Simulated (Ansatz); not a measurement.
Here is an Ansatz 0.2.0 calculation.

The input input.yaml:

```yaml
crystal:
  lattice:
    - [1.397149, -2.600516, 0.0]
    - [1.397149, 2.600516, 0.0]
    - [0.0, 0.0, 2.698231]
  atoms:
    - { symbol: Ge, position: [0.5, 0.5, 0.0] }
kpoints:
  mp_grid: { grid: [11, 11, 10] }
  band_path:
    path:
      - [0.0, 0.0, 0.0]
      - [0.3221616403, 0.3221616403, 0.0]
      - [0.0, 0.5, 0.0]
      - [0.0, 0.5, 0.5]
      - [0.3221616403, 0.3221616403, 0.5]
      - [0.0, 0.0, 0.5]
      - [0.0, 0.0, 0.0]
      - [-0.5, 0.5, 0.0]
    npoints: 8
scf:
  occupations: { method: fermi_dirac, width: 0.05 }
hamiltonian:
  xc: pbesol
  pseudopotentials: { kind: all_electron, lapw: { basis_error: 0.001 } }
output:
  forces: true
  stress: true
  eigenvalues: true
```

Potentials or basis: all-electron LAPW, scalar-relativistic.

Command:

```sh
$ ansatz run input.yaml --threads 1 --pin off --max-ram 3072MiB --backend cpu --events-out ev --progress --plain --runs-dir out
```

Estimate the pressure.

-4.0 GPa.

Predict the band gap along the path.

none (metal or under the smearing width).

Levels at the corners of the path, in eV from the Fermi level:
```
point  band 7  band 8  band 9  band 10  band 11  band 12  band 13  band 14  band 15
    Γ  -24.57  -24.46  -24.44   -12.83     6.69     7.16     8.67    10.15    12.45
    X  -24.52  -24.49  -24.49    -7.00    -3.53    -2.97    11.07    16.58    17.31
    S  -24.50  -24.47  -24.47    -7.77    -5.27     3.47     7.46    10.56    16.47
    R  -24.55  -24.47  -24.37    -3.62    -2.20    -1.56     3.64     6.34    11.60
    A  -24.55  -24.52  -24.38    -2.72    -0.98    -0.45     0.16     5.25     5.55
    Z  -24.53  -24.51  -24.48    -9.06    -5.66     9.98    11.49    15.93    16.12
    Γ  -24.57  -24.46  -24.44   -12.83     6.69     7.16     8.67    10.15    12.45
    Y  -24.50  -24.48  -24.45    -8.63    -5.48     5.24     9.13     9.90    15.70
```
